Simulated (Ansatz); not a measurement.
A run of Ansatz 0.2.0 is set up as follows.

Contents of input.yaml:

```yaml
crystal:
  lattice:
    - [2.0, 1.1547005384, 8.44]
    - [-2.0, 1.1547005384, 8.44]
    - [0.0, -2.3094010768, 8.44]
  atoms:
    - { symbol: In, position: [0.8886, 0.8886, 0.8886] }
    - { symbol: In, position: [0.0, 0.0, 0.0] }
    - { symbol: Se, position: [0.1719, 0.1719, 0.1719] }
    - { symbol: Se, position: [0.3835, 0.3835, 0.3835] }
kpoints:
  mp_grid: { grid: [8, 8, 8] }
  band_path:
    path:
      - [0.0, 0.0, 0.0]
      - [0.5, 0.0, 0.0]
      - [0.5, 0.1791451724, -0.1791451724]
    npoints: 12
scf:
  occupations: { method: fermi_dirac, width: 0.05 }
hamiltonian:
  xc: pbesol
  pseudopotentials: { kind: all_electron, lapw: { basis_error: 0.002 } }
output:
  forces: true
  stress: true
  eigenvalues: true
```

Potentials or basis: all-electron LAPW, scalar-relativistic.

The run is started by

```sh
$ ansatz run input.yaml --threads 2 --pin off --max-ram 8192MiB --backend cpu --events-out ev --progress --plain --runs-dir out
```

Q: Estimate the pressure.

A: 0.2 GPa.

Q: What does it give for the band gap along the path?

A: 2.15 eV, indirect (least direct gap 2.66 eV).

Levels at the corners of the path, in eV from the valence-band top:
```tsv
point	band 41	band 42	band 43	band 44	band 45	band 46	band 47	band 48	band 49	band 50
Γ	-0.53	-0.29	-0.29	-0.20	-0.20	2.65	3.01	5.38	5.38	6.12
L	-2.47	-1.39	-1.33	-1.23	-0.67	2.15	2.92	4.57	4.92	5.80
B1	-3.02	-2.69	-1.53	-1.24	-0.74	2.69	3.42	4.34	5.35	6.68
```

Caveat: spin-orbit coupling is left out, which moves the levels of the heavy elements.

**What was measured.**

“The Interaction of Hydrogen with the van der Waals Crystal γ-InSe”, 2020, pmc:7321205 reports, for a bulk crystal of InSe at 300 K: band gap 1.25 eV.

Measured gap of InSe: 1.25 eV (300 K; “The Interaction of Hydrogen with the van der Waals Crystal γ-InSe”, 2020, pmc:7321205). This calculation gives 0.35 eV (-0.90 eV). Spin-orbit coupling on In, Se is left out. The value is that of PBEsol on a finite k mesh, which can miss the band edges, without temperature or zero-point motion. Semilocal functionals fall short of measured gaps as a rule.
